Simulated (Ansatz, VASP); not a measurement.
HfO2 in VASP and in Ansatz

Contents of INCAR:

```
  PREC = Accurate
  ENCUT = 520
  EDIFF = 1E-6
  ISMEAR = 0
  SIGMA = 0.05
  LREAL = F
  LASPH = T
  NELM = 100
  ALGO = Normal
  ISIF = 2
  LWAVE = F
  LCHARG = T
  GGA = PE
  LELF = T
  LVHAR = T
  NBANDS = 31
```

KPOINTS

```
Automatic mesh
0
Gamma
  6 6 4
```

POSCAR

```
HfO2
1.0
    3.6043047991      0.0000000000      0.0000000000
    0.0000000000      3.6043047991      0.0000000000
    0.0000000000      0.0000000000      5.2639673039
Hf O
2 4
Direct
    0.5000000000      0.5000000000      0.5000000000
    0.0000000000      0.0000000000      0.0000000000
    0.0000000000      0.5000000000      0.6932520932
    0.5000000000      0.0000000000      0.8067479068
    0.5000000000      0.0000000000      0.3067479068
    0.0000000000      0.5000000000      0.1932520932
```

Input for Ansatz:

```yaml
crystal:
  lattice:
    - [3.604304784, 0.0, 0.0]
    - [0.0, 3.604304784, 0.0]
    - [0.0, 0.0, 5.2639672632]
  atoms:
    - { symbol: Hf, position: [0.5, 0.5, 0.5] }
    - { symbol: Hf, position: [0.0, 0.0, 0.0] }
    - { symbol: O, position: [0.0, 0.5, 0.6932520948] }
    - { symbol: O, position: [0.5, 0.0, 0.8067479052] }
    - { symbol: O, position: [0.5, 0.0, 0.3067479052] }
    - { symbol: O, position: [0.0, 0.5, 0.1932520948] }
basis:
  ecutwfc: 420
kpoints:
  mp_grid: { grid: [6, 6, 4] }
hamiltonian:
  xc: pbe
scf:
  occupations: { method: gaussian, width: 0.05 }
output:
  forces: true
  stress: true
  eigenvalues: true
```

Measurements of this composition are mostly on another form, of space group No. 14.

Alike in both runs: task single point; functional PBE; k mesh 6 × 6 × 4; occupations gaussian, width 0.05 eV; no spin polarisation.

|  | VASP | Ansatz |
| --- | --- | --- |
| version | VASP 6.6.1 | Ansatz 0.2.0 |
| potentials or method | VASP PAW PBE potentials, release 64 (Hf_pv, O) | scalar-relativistic, plane waves, PAW |
| plane-wave cutoff (eV) | 520 | 420 |
| valence electrons in the cell | 44 | 76 |

```tsv
	VASP	Ansatz	Ansatz less VASP
gap on the k mesh at the Fermi level (eV)	4.65	4.67	+0.022
least direct gap on the mesh (eV)	4.72	4.73	+0.016
pressure (GPa)	-3.1	0.0	+3.14
largest component of the traceless stress (GPa)	0.12	0.00	-0.120
rms of the force components (eV/Å)	0.023	0.000	-0.0232
```

Atom by atom the forces differ by 0.023 eV/Å (rms over components). The two sets of potentials don't hold the same shells in valence.

Caveats: spin-orbit coupling is left out, which moves the levels of the heavy elements. A k mesh can miss the band edges.
